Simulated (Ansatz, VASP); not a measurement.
**Cross-check of Ga15SiAs16 (Si donor on a Ga site in GaAs) between VASP and Ansatz**

Wanted: the spread between two codes on one cell, functional and k mesh. Of the first pair: The structure shown is the start of the Ansatz relaxation below; VASP solves that cell, so the two are compared at the walk's first step.

Program: Ansatz 0.2.0. Level of theory: plane waves, with VASP 6.6.1 beside it; PBE. Results are calculated unless marked as measured.

**1. Set-up**

The cell holds 32 atoms: 15 Ga, 1 Si and 16 As. Its edges and angles: a = 9.937 Å, b = 9.937 Å, c = 9.937 Å, α = 109.5°, β = 109.5°, γ = 109.5°. It derives from GaAs (GaAs (F-43m)). Nearest the centre at fractional (0.250, 0.500, 0.250): Si16 at 0.00 Å, As22 at 2.48 Å, As23 at 2.48 Å, As19 at 2.48 Å, As28 at 2.48 Å, Ga1 at 4.06 Å, Ga9 at 4.06 Å, Ga6 at 4.06 Å. The cell carries charge +1.

**2. Ansatz: relaxation, PBE**

Ansatz runs on its default PAW (the set named soft_2) files.

The two programs are compared at the cell with which this relaxation starts, whose forces are those of its first step.

input.yaml

```yaml
crystal:
  lattice:
    - [-5.73690158, 5.73690158, -5.73690158]
    - [5.73690158, 5.73690158, 5.73690158]
    - [5.73690158, -5.73690158, -5.73690158]
  atoms:
    - { symbol: Ga, position: [0.0, 0.0, 0.0] }
    - { symbol: Ga, position: [0.0, 0.25, 0.75] }
    - { symbol: Ga, position: [0.0, 0.5, 0.5] }
    - { symbol: Ga, position: [0.0, 0.75, 0.25] }
    - { symbol: Ga, position: [0.25, 0.0, 0.75] }
    - { symbol: Ga, position: [0.25, 0.25, 0.5] }
    - { symbol: Si, position: [0.25, 0.5, 0.25] }
    - { symbol: Ga, position: [0.25, 0.75, 0.0] }
    - { symbol: Ga, position: [0.5, 0.0, 0.5] }
    - { symbol: Ga, position: [0.5, 0.25, 0.25] }
    - { symbol: Ga, position: [0.5, 0.5, 0.0] }
    - { symbol: Ga, position: [0.5, 0.75, 0.75] }
    - { symbol: Ga, position: [0.75, 0.0, 0.25] }
    - { symbol: Ga, position: [0.75, 0.25, 0.0] }
    - { symbol: Ga, position: [0.75, 0.5, 0.75] }
    - { symbol: Ga, position: [0.75, 0.75, 0.5] }
    - { symbol: As, position: [0.0, 0.0, 0.75] }
    - { symbol: As, position: [0.0, 0.25, 0.5] }
    - { symbol: As, position: [0.0, 0.5, 0.25] }
    - { symbol: As, position: [0.0, 0.75, 0.0] }
    - { symbol: As, position: [0.25, 0.0, 0.5] }
    - { symbol: As, position: [0.25, 0.25, 0.25] }
    - { symbol: As, position: [0.25, 0.5, 0.0] }
    - { symbol: As, position: [0.25, 0.75, 0.75] }
    - { symbol: As, position: [0.5, 0.0, 0.25] }
    - { symbol: As, position: [0.5, 0.25, 0.0] }
    - { symbol: As, position: [0.5, 0.5, 0.75] }
    - { symbol: As, position: [0.5, 0.75, 0.5] }
    - { symbol: As, position: [0.75, 0.0, 0.0] }
    - { symbol: As, position: [0.75, 0.25, 0.75] }
    - { symbol: As, position: [0.75, 0.5, 0.5] }
    - { symbol: As, position: [0.75, 0.75, 0.25] }
total_charge: 1
basis:
  ecutwfc: 420
  xc_grid: 2
hamiltonian:
  xc: pbe
kpoints:
  mp_grid: { grid: [2, 2, 2], shift: [0.5, 0.5, 0.5] }
scf:
  occupations: { method: fermi_dirac, width: 0.01 }
  max_iter: 120
relax:
  f_tol: 0.02
  max_steps: 80
  escape_saddle: false
output:
  forces: true
```

Command:

```sh
$ ansatz run input.yaml --threads 8 --pin off --max-ram 14131MiB --backend cpu --events-out ev --progress --plain --runs-dir out
```

Numbers of over 12 decimals in the logs are rounded to 6 here.

Output:

```text
The last accepted step is kept in <dir> (removed where the run ends without a failure and the disk answers)
Engine: ansatz 0.2.0, aarch64-unknown-linux-gnu
Pseudopotentials: kind: paw
Pseudopotential: Ga, paw, valence charge 13, recommended cutoff 420 eV (normal), Ga.paw.azcp
Pseudopotential: Si, paw, valence charge 4, recommended cutoff 420 eV (normal), Si.paw.azcp
Pseudopotential: As, paw, valence charge 15, recommended cutoff 420 eV (normal), As.paw.azcp
Functional definition: PBE
  parameter kappa = 0.804
  parameter beta = 0.066725
  exchange = pbe_x(kappa = kappa, mu = beta*pi^2/3)
  correlation = pbe_c(beta = beta)
Crystal: 32 atoms, lattice volume = 755.253 Å³
Basis set: ecut = 420 eV, 14771 PW (Γ), exchange–correlation on 144×144×144 points (8 copies of the dense FFT grid, shifted against one another)
Bands: 263, of which v1, the nominal top of the filled ones, is band 219 counted from 1 (218 counted from 0)
Symmetry: 24 space group operations
Space group: I-43m (ITA 217), of the structure as read, at distance tolerance 9.1e-5 Å
k-points: 2 of 8 (time reversal used)
Non-local potential: Ga, projectors of the file, l = 0: 2, l = 1: 2, l = 2: 3, l = 3: 1
Non-local potential: Si, projectors of the file, l = 0: 2, l = 1: 2, l = 2: 2
Non-local potential: As, projectors of the file, l = 0: 2, l = 1: 2, l = 2: 3, l = 3: 1
PAW form: soft (Blöchl's): semilocal exchange-correlation on the pseudo side does not see the compensation charge
PAW one-centre angular grid: Ga, 590 points (default); XC on 64 Gauss nodes
PAW one-centre angular grid: Si, 110 points (default); XC on 64 Gauss nodes
PAW one-centre angular grid: As, 590 points (default); XC on 64 Gauss nodes
Initial density: superposition of atomic densities (neutral atoms scaled as one to the charged cell's electrons: chi_scale 0, normalization atom), corrected by the library's trained network
Initial wavefunctions: pseudopotential atomic-orbital guess
Functional: x = pbe(κ = 0.804, μ = 0.219515), c = pbe(β = 0.066725)
SCF iter   1: F=—  HF=-135097.804467 eV  |F-HF|=—  |Δ(HF+E_count)|=         —  Δρ=8.72e-3  dr2=4.09e-1  ethr=1.77e-3  ⟨swp⟩=6.0  Hψ=1910  notcnv=0  defer=1
preconditioner: auto → Resta (q_TF=auto, 2.491 Å⁻¹)  ε∞=3.5  [insulator: Δε(μ)=1.629 eV  Ē_g=14.240 eV  σ=0.010 eV  W_gap=1.00  n_scr=200 (ndim 8)  ℏωp=22.5 eV  f_vac=0.095  D(μ)=0.00/eV (n_scr^D=0)  ε∞_Penn≈3.5]
SCF iter   2: F=—  HF=-135097.656520 eV  |F-HF|=—  |Δ(HF+E_count)|=   1.48e-1  Δρ=2.55e-3  dr2=3.57e-2  ethr=9.34e-5  ⟨swp⟩=2.0  Hψ=894  notcnv=0  defer=78
SCF iter   3: F=—  HF=-135097.631674 eV  |F-HF|=—  |Δ(HF+E_count)|=   2.48e-2  Δρ=1.60e-3  dr2=1.49e-2  ethr=8.16e-6  ⟨swp⟩=2.0  Hψ=736  notcnv=0  defer=78
SCF iter   4: F=—  HF=-135097.627280 eV  |F-HF|=—  |Δ(HF+E_count)|=   4.39e-3  Δρ=4.02e-4  dr2=6.60e-4  ethr=3.40e-6  ⟨swp⟩=2.0  Hψ=736  notcnv=0  defer=78
SCF iter   5: F=—  HF=-135097.627739 eV  |F-HF|=—  |Δ(HF+E_count)|=   4.59e-4  Δρ=1.04e-4  dr2=1.19e-4  ethr=1.51e-7  ⟨swp⟩=2.0  Hψ=846  notcnv=0  defer=78
SCF iter   6: F=—  HF=-135097.627715 eV  |F-HF|=—  |Δ(HF+E_count)|=   2.45e-5  Δρ=2.66e-5  dr2=6.27e-6  ethr=2.28e-9  ⟨swp⟩=3.0  Hψ=1858  notcnv=0
SCF iter   7: F=-135097.627713 eV  HF=-135097.627711 eV  |F-HF|=1.34e-6  |Δ(HF+E_count)|=   3.07e-6  Δρ=1.04e-5  dr2=9.68e-7  ethr=1.43e-9  ⟨swp⟩=4.0  Hψ=1530  notcnv=0
SCF 1 converged in 7 iterations: F = -135097.627713 eV  dr2 = 9.68e-7
  greatest PAW one-centre occupation: 0.999 electrons in one spin orbital (limit 2), on the As atom at site 27 (counted from 0), in its partial waves of l = 2
relax step   1: F+E_penalty+E_count = -135097.62771281 eV  Δ(F+E_penalty+E_count) = +0.000e0 eV  max|allowed force component| = 3.499e-1 eV/Å  Δτ_max = 0.0000 Å  (7 SCF iters, dr2 threshold 1.00e-5 eV, accepted)
[...]
relax step   2: F+E_penalty+E_count = -135097.74136139 eV  Δ(F+E_penalty+E_count) = -1.136e-1 eV  max|allowed force component| = 4.467e-2 eV/Å  Δτ_max = 0.0572 Å  (6 SCF iters, dr2 threshold 7.65e-6 eV, accepted)
[...]
relax step   3: F+E_penalty+E_count = -135097.74347738 eV  Δ(F+E_penalty+E_count) = -2.116e-3 eV  max|allowed force component| = 1.438e-2 eV/Å  Δτ_max = 0.0057 Å  (6 SCF iters, accepted)
SCF converged after 6 iterations
Free energy (F): -135097.743477 eV
Harris-Foulkes:  -135097.743477 eV  (|F-HF|=9.28e-9)
Internal energy: -135097.743477 eV  (E = F + TS)
E sigma→0 (E₀):  -135097.743477 eV
Fermi energy:    7.795225 eV
--- Per-component energies (eV) ---
  E_band       = -5179.002810
  E_kinetic    = 3403.793542
  E_local      = -62241.839260  (includes V_loc(G=0)·N_el)
  E_nonlocal   = -4331.361170
  E_hartree    = 31312.669827
  E_xc         = -2341.479084
  E_vxc        = -2161.938905  (∫ρ·V_xc dr)
  E_paw        = -59716.453015  (= ΣΔE_a)
  E_vpaw       = -2472.985969  (= ΣTr[D̂ρ^β])
  E_aug_tail   = -0.001689  (compensation charges beyond the density's cutoff)
  E_ewald      = -41183.072629
  E_smearing   = -0.000000  (= −TS)
  E_closure    = -0.000000  (closes the sum)
  E_deformation_potential = 13.474874  (in the stress; not in F)
  Σ components = -135097.743477   (vs F -135097.743477, Δ=0.00e0)
--- Forces (eV/Å), atoms counted from 1 ---
  atom   1  Ga     0.00021466     0.00021466    -0.00549864
  atom   2  Ga     0.00021466     0.00549864    -0.00021466
  atom   3  Ga    -0.00021466     0.00021466     0.00549864
  atom   4  Ga    -0.00021466    -0.00549864    -0.00021466
  atom   5  Ga     0.00000000    -0.00000000     0.00000000
  atom   6  Ga    -0.00549864     0.00021466     0.00021466
  atom   7  Si    -0.00000000     0.00000000     0.00000000
  atom   8  Ga    -0.00549864    -0.00021466    -0.00021466
  atom   9  Ga    -0.00021466    -0.00021466    -0.00549864
  atom  10  Ga     0.00021466    -0.00549864     0.00021466
  atom  11  Ga     0.00021466    -0.00021466     0.00549864
  atom  12  Ga    -0.00021466     0.00549864     0.00021466
  atom  13  Ga     0.00000000     0.00000000     0.00000000
  atom  14  Ga     0.00549864     0.00021466    -0.00021466
  atom  15  Ga     0.00000000     0.00000000     0.00000000
  atom  16  Ga     0.00549864    -0.00021466     0.00021466
  atom  17  As    -0.01437941    -0.00187515     0.00187515
  atom  18  As     0.00187515    -0.01437941    -0.00187515
  atom  19  As     0.00274384    -0.00274384     0.00274384
  atom  20  As     0.00187515     0.00187515     0.01437941
  atom  21  As     0.01437941     0.00187515     0.00187515
  atom  22  As    -0.00274384    -0.00274384    -0.00274384
  atom  23  As    -0.00274384     0.00274384     0.00274384
  atom  24  As     0.01437941    -0.00187515    -0.00187515
  atom  25  As     0.00187515     0.01437941     0.00187515
  atom  26  As    -0.01437941     0.00187515    -0.00187515
  atom  27  As     0.00187515    -0.00187515    -0.01437941
  atom  28  As     0.00274384     0.00274384    -0.00274384
  atom  29  As    -0.00187515    -0.01437941     0.00187515
  atom  30  As    -0.00187515    -0.00187515     0.01437941
  atom  31  As    -0.00187515     0.00187515    -0.01437941
  atom  32  As    -0.00187515     0.01437941    -0.00187515
  max |Σ_I F_I| component: 1.39e-17 eV/Å
--- Relaxed structure (3 steps of the walk, 3 accepted, 0 SCFs on fresh bases) ---
  F+E_penalty+E_count = -135097.74347738 eV   max|allowed force component| = 1.438e-2 eV/Å
  atoms:
    - { symbol: Ga, position: [-0.00260586, 0.000772222, -0.00260586] }
    - { symbol: Ga, position: [-0.00260586, 0.247394, 0.750772] }
    - { symbol: Ga, position: [0.00337808, 0.5, 0.502606] }
    - { symbol: Ga, position: [0.00337808, 0.752606, 0.250000] }
    - { symbol: Ga, position: [0.250000, 0.0, 0.75] }
    - { symbol: Ga, position: [0.250000, 0.253378, 0.502606] }
    - { symbol: Si, position: [0.250000, 0.500000, 0.25] }
    - { symbol: Ga, position: [0.250000, 0.752606, 0.00337808] }
    - { symbol: Ga, position: [0.496622, -0.000772222, 0.496622] }
    - { symbol: Ga, position: [0.502606, 0.253378, 0.250000] }
    - { symbol: Ga, position: [0.502606, 0.5, 0.00337808] }
    - { symbol: Ga, position: [0.496622, 0.746622, 0.749228] }
    - { symbol: Ga, position: [0.75, 0.0, 0.250000] }
    - { symbol: Ga, position: [0.750772, 0.247394, -0.00260586] }
    - { symbol: Ga, position: [0.750000, 0.5, 0.750000] }
    - { symbol: Ga, position: [0.749228, 0.746622, 0.496622] }
    - { symbol: As, position: [-0.00200008, -0.00183786, 0.748162] }
    - { symbol: As, position: [0.000162225, 0.250162, 0.502000] }
    - { symbol: As, position: [0.00632794, 0.500000, 0.250000] }
    - { symbol: As, position: [0.000162225, 0.752000, 0.000162225] }
    - { symbol: As, position: [0.250000, 0.00183786, 0.499838] }
    - { symbol: As, position: [0.250000, 0.256328, 0.250000] }
    - { symbol: As, position: [0.250000, 0.500000, 0.00632794] }
    - { symbol: As, position: [0.25, 0.749838, 0.751838] }
    - { symbol: As, position: [0.499838, 0.00183786, 0.250000] }
    - { symbol: As, position: [0.502000, 0.250162, 0.000162225] }
    - { symbol: As, position: [0.499838, 0.5, 0.751838] }
    - { symbol: As, position: [0.493672, 0.743672, 0.493672] }
    - { symbol: As, position: [0.748162, -0.00183786, -0.00200008] }
    - { symbol: As, position: [0.748162, 0.248000, 0.748162] }
    - { symbol: As, position: [0.751838, 0.5, 0.499838] }
    - { symbol: As, position: [0.751838, 0.749838, 0.25] }
```

The column dr2 measures how far the density is from self-consistency, as an energy; F and HF (Harris–Foulkes) agree once it is small.

**3. VASP: single point, PBE, start cell, pair 1**

The same cell, functional, mesh and smearing now go to VASP, with its own data sets.

Lines of VASP's logs that name or quote its potential files are left out, and so is its time.

INCAR

```
SYSTEM = Ga15SiAs16
PREC = Accurate
ENCUT = 400
EDIFF = 1E-06
NELM = 120
ISMEAR = -1
SIGMA = 0.01
LREAL = Auto
ALGO = Normal
GGA = PE
NELECT = 278
NBANDS = 164
LORBIT = 11
LWAVE = .FALSE.
LCHARG = .FALSE.
ISIF = 2
ISYM = 2
LASPH = .TRUE.
GGA_COMPAT = .FALSE.
EFERMI = MIDGAP
KPAR = 2
```

POSCAR

```
Ga15SiAs16
1.0
   -5.7369015769      5.7369015769     -5.7369015769
    5.7369015769      5.7369015769      5.7369015769
    5.7369015769     -5.7369015769     -5.7369015769
Ga Si As
15 1 16
Direct
    0.0000000061      0.0000000185      0.0000000061
    0.0000000061      0.2500000246      0.7500000000
    0.0000000123      0.5000000369      0.5000000307
    0.0000000123      0.7500000492      0.2500000184
    0.2500000184      0.0000000369      0.7500000184
    0.2500000184      0.2500000308      0.5000000307
    0.2500000184      0.7500000492      0.0000000123
    0.5000000246      0.0000000553      0.5000000246
    0.5000000307      0.2500000308      0.2500000184
    0.5000000307      0.5000000369      0.0000000123
    0.5000000246      0.7500000430      0.7500000369
    0.7500000184      0.0000000369      0.2500000184
    0.7500000000      0.2500000246      0.0000000061
    0.7500000184      0.5000000369      0.7500000184
    0.7500000369      0.7500000430      0.5000000246
    0.2500000184      0.5000000369      0.2500000184
    0.0000000122      0.0000000464      0.7500000279
    0.0000000340      0.2500000525      0.5000000246
    0.0000000290      0.5000000369      0.2500000184
    0.0000000340      0.7500000431      0.0000000340
    0.2500000184      0.0000000274      0.5000000028
    0.2500000184      0.2500000475      0.2500000184
    0.2500000184      0.5000000369      0.0000000290
    0.2500000184      0.7500000213      0.7500000089
    0.5000000028      0.0000000274      0.2500000184
    0.5000000246      0.2500000525      0.0000000340
    0.5000000028      0.5000000369      0.7500000089
    0.5000000078      0.7500000263      0.5000000078
    0.7500000279      0.0000000464      0.0000000122
    0.7500000279      0.2500000307      0.7500000279
    0.7500000089      0.5000000369      0.5000000028
    0.7500000089      0.7500000213      0.2500000184
```

KPOINTS

```
Points of the shifted mesh
8
Reciprocal
 0.2500000000  0.2500000000  0.2500000000 1
 0.2500000000  0.2500000000  0.7500000000 1
 0.2500000000  0.7500000000  0.2500000000 1
 0.2500000000  0.7500000000  0.7500000000 1
 0.7500000000  0.2500000000  0.2500000000 1
 0.7500000000  0.2500000000  0.7500000000 1
 0.7500000000  0.7500000000  0.2500000000 1
 0.7500000000  0.7500000000  0.7500000000 1
```

The projector-augmented-wave data sets are Ga_d, Si and As (PBE family, release 64).

Command:

```sh
$ mpirun -np 4 vasp_std
```

Output:

```text
[banner, memory and clock lines left out]
running    4 mpi-ranks, on    1 nodes
[...]
LDA part: xc-table for (Slater+PW92), standard interpolation
 POSCAR, INCAR and KPOINTS ok, starting setup
[...]
entering main loop
       N       E                     dE             d eps       ncg     rms          rms(c)
DAV:   1     0.295524709169E+04    0.29552E+04   -0.97649E+04  2704   0.199E+03
DAV:   2     0.476289956108E+03   -0.24790E+04   -0.24200E+04  2840   0.570E+02
DAV:   3    -0.732096580367E+02   -0.54950E+03   -0.50809E+03  3120   0.194E+02
DAV:   4    -0.136844693053E+03   -0.63635E+02   -0.62453E+02  3240   0.618E+01
DAV:   5    -0.140021699861E+03   -0.31770E+01   -0.31521E+01  3424   0.151E+01BRMIX: very serious problems
 the old and the new charge density differ
 old charge density:   279.00000 new  277.99996
BRMIX: very serious problems
 the old and the new charge density differ
 old charge density:   279.00000 new  277.99996
    0.117E+01
DAV:   6    -0.138241423479E+03    0.17803E+01   -0.44928E+00  3624   0.116E+01    0.664E+00
DAV:   7    -0.138002845705E+03    0.23858E+00   -0.27323E+00  3036   0.377E+00    0.172E+00
DAV:   8    -0.138006712579E+03   -0.38669E-02   -0.45775E-01  3076   0.493E+00    0.604E-01
DAV:   9    -0.138017067502E+03   -0.10355E-01   -0.79385E-02  3112   0.183E+00    0.296E-01
[...]
DAV:  14    -0.138020406623E+03   -0.12118E-05   -0.15785E-04  3288   0.124E-01    0.606E-03
DAV:  15    -0.138020408391E+03   -0.17680E-05   -0.39487E-05  3276   0.340E-02    0.239E-03
DAV:  16    -0.138020409338E+03   -0.94679E-06   -0.90898E-06  2396   0.179E-02
   1 F= -.13802041E+03 E0= -.13802041E+03  d E =0.000000E+00
```

Parts of OUTCAR (step 3):

```text
  Total       -9.0657355     -9.0657355     -9.0657355      0.0000000      0.0000000      0.0000000
  in kB      -19.2318666    -19.2318666    -19.2318666      0.0000000      0.0000000      0.0000000
  external PRESSURE =     -19.2318666 kB  Pullay stress =       0.0000000 kB

 POSITION                                       TOTAL-FORCE (eV/Angst)
 -----------------------------------------------------------------------------------
      0.00000      0.00000      0.00000        -0.088970     -0.088970      0.222967
      5.73690     -2.86845     -2.86845        -0.088970     -0.222967      0.088970
      5.73690      0.00000     -0.00000         0.088970     -0.088970     -0.222967
      5.73690      2.86845      2.86845         0.088970      0.222967      0.088970
      2.86845     -2.86845     -5.73690        -0.000000     -0.000000      0.000000
      2.86845      0.00000     -2.86845         0.222967     -0.088970     -0.088970
      2.86845      5.73690      2.86845         0.222967      0.088970      0.088970
      0.00000      0.00000     -5.73690         0.088970      0.088970      0.222967
      0.00000      2.86845     -2.86845        -0.088970      0.222967     -0.088970
      0.00000      5.73690     -0.00000        -0.088970      0.088970     -0.222967
      5.73690      2.86845     -2.86845         0.088970     -0.222967     -0.088970
     -2.86845      2.86845     -5.73690        -0.000000     -0.000000      0.000000
     -2.86845      5.73690     -2.86845        -0.222967     -0.088970      0.088970
      2.86845      2.86845     -5.73690        -0.000000     -0.000000      0.000000
[...]
-----------------------------------------------------------------------------------
    total drift:                               -0.000018     -0.000017      0.000018

  FREE ENERGIE OF THE ION-ELECTRON SYSTEM (eV)
  ---------------------------------------------------
  free  energy   TOTEN  =      -138.0204093375 eV

  energy  without entropy=     -138.0204093375  energy(sigma->0) =     -138.02040934

[... 3 further parts left out ...]
[key lines of the parts left out:]
E-fermi :   3.7494
```

The cell is charged against a uniform background.

The run ends at a pressure of -1.92 GPa, with forces up to 0.60 eV/Å.

**4. Differences**

Known differences besides the potentials themselves: the cutoff is 420 eV in Ansatz and 400 eV in VASP (PREC = Accurate, projectors in real space). Total energies have different zeros and are not compared.

Forces on 7 of the 32 atoms, those with the largest forces and the largest differences (eV/Å; atoms numbered as in POSCAR):

```csv
atom,"Ansatz x, y, z","VASP x, y, z"
Ga1,"-0.089, -0.089, 0.222","-0.089, -0.089, 0.223"
Ga2,"-0.089, -0.222, 0.089","-0.089, -0.223, 0.089"
Ga3,"0.089, -0.089, -0.222","0.089, -0.089, -0.223"
As19,"-0.350, 0.350, -0.350","-0.349, 0.349, -0.349"
As22,"0.350, 0.350, 0.350","0.349, 0.349, 0.349"
As23,"0.350, -0.350, -0.350","0.349, -0.349, -0.349"
As28,"-0.350, -0.350, 0.350","-0.349, -0.349, 0.349"
```

The forces differ by 0.6 meV/Å r.m.s., which is 0.4 % of the r.m.s. force of 0.156 eV/Å (both taken over all components). The cell carries a charge of +1 e against a uniform background, so its pressure also hangs on how the neutralising background is counted, and in a defect's cell a gap may be the spacing between its levels.

**5. Ansatz: relaxation, PBE**

This run makes the geometry at which the two programs are then compared.

The structure compared here is the end of the Ansatz relaxation.

This is the run of step 2 again, met here at its other cell.

[end of part 1 of 2]

[Lines on the potential files, build, host, timing and source positions are cut from VASP's logs without a mark.]

[Logs are printed without paths, hosts, clocks, repeated set-up lines and the standing remarks that a program may print on its own settings, such as how far it seeks lower states.]

[Hosts, paths, dates, database ids (printed as entryN), source tags and the programs' standing remarks are cut or masked in the printed files.]
